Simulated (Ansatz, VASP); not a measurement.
**One calculation of BN, two programs**

```
B N
1.0
     2.46153    0.00000    0.00000
    -1.23076    2.20312    0.00000
     0.00000    0.00000    4.20782
B N
2 2
Direct
  0.66679 0.33358 0.00042
  0.33321 0.66642 0.50042
  0.66518 0.33037 0.37458
  0.33482 0.66963 0.87458
```

Change from the starting cell: uniaxial_x strain -3.2%.

Alike in both runs: task single point; functional PBE; k mesh 12 × 12 × 6; occupations fermi-dirac, width 0.02 eV; no spin polarisation.

```csv
,VASP,Ansatz
version,VASP 6.6.1,Ansatz 0.2.0
potentials or method,"VASP PAW PBE potentials, release 64 (B, N)","plane waves, PAW"
plane-wave cutoff (eV),520,420
valence electrons in the cell,16,16
```

VASP gave:

```
gap on the k mesh at the Fermi level (eV)       : 4.89
pressure (GPa)                                  : 18.9
largest component of the traceless stress (GPa) : 20.69
rms of the force components (eV/Å)              : 0.026
```

Q: Which values does Ansatz return?

A: gap on the k mesh at the Fermi level (eV): 4.91; pressure (GPa): 18.5; largest component of the traceless stress (GPa): 20.57; rms of the force components (eV/Å): 0.022.

Atom by atom the forces differ by 0.004 eV/Å (rms over components). The functional is the same, so the differences come from potentials, cutoffs and numerics.

Caveats: so large a pressure means that the cell lies far from this level's equilibrium, or that cutoff or potentials fall short (VASP). A k mesh can miss the band edges.
